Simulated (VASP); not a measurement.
A run of VASP 6.6.1 is set up as follows.

Contents of INCAR:

```
SYSTEM = Ga3Sb
PREC = Normal ; ENCUT = 520
EDIFF = 1E-5 ; ISMEAR = 0
SIGMA = 0.15 ; LREAL = Auto
LASPH = .TRUE. ; NELM = 80
ALGO = Fast ; ISIF = 2
LWAVE = .FALSE. ; LCHARG = .FALSE.
GGA = PE ; NBANDS = 54
```

The input KPOINTS:

```
Automatic mesh
0
G
  6 6 6
  0 0 0
```

Contents of POSCAR:

```
Ga3Sb
1.0
   -2.0041000000      2.0041000000      5.7086200000
    2.0041000000     -2.0041000000      5.7086200000
    4.0082000000      4.0082000000    -11.4172400000
Ga Sb
6 2
Direct
    0.2508780000      0.2508780000      0.0000000000
    0.2508780000      0.2508780000      0.5000000000
    0.7491220000      0.7491220000      0.0000000000
    0.7491220000      0.7491220000      0.5000000000
    0.0000000000      0.0000000000      0.0000000000
    0.0000000000      0.0000000000      0.5000000000
    0.5000000000      0.5000000000      0.0000000000
    0.5000000000      0.5000000000      0.5000000000
```

Potentials or basis: VASP PAW PBE potentials, release 64 (Ga_d, Sb).

Launch:

```bash
$ cat potpaw_PBE.64/Ga_d/POTCAR potpaw_PBE.64/Sb/POTCAR > POTCAR
$ mpirun -np 1 vasp_std > vasp.out
```

Task: Predict the band gap on the k mesh.

Result: None (metal or under the smearing width).

Task: What does it give for the pressure?

Result: 0.3 GPa.

Task: Predict the largest force.

Result: 0.042 eV/Å.

Forces in eV/Å, atoms in the order of the input:
```
Ga   0.000  0.000  0.042
Ga   0.000  0.000  0.042
Ga   0.000  0.000 -0.042
Ga   0.000  0.000 -0.042
Ga   0.000  0.000  0.000
Ga   0.000  0.000  0.000
Sb   0.000  0.000  0.000
Sb   0.000  0.000  0.000
```

Spin-orbit coupling is left out, which matters for the levels of Sb.
